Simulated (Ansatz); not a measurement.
# Ru (omega (AlB2-type)): energy against volume

Theory: DFT, PBE, plane waves (420 eV) with PAW, scalar-relativistic in Ansatz.

The cell is scaled uniformly from the relaxed one, with fractional coordinates and shape fixed. Energies are extrapolated to zero smearing, pressures are those at the given smearing. Magnetic state: spin not included.

A Birch-Murnaghan fit gives V₀ = 14.10 Å³/atom, B₀ = 294 GPa, B₀′ = 4.8.

Question: What are the energy above the minimum and the pressure at 14.685 Å³/atom?

Answer: 20.3 meV/atom and -10.42 GPa as computed.

Question: What are the energy above the minimum and the pressure at 15.250 Å³/atom?

Answer: 73.5 meV/atom and -18.63 GPa as computed.

Question: What are the energy above the minimum and the pressure at 15.815 Å³/atom?

Answer: 152.3 meV/atom and -25.06 GPa as computed.
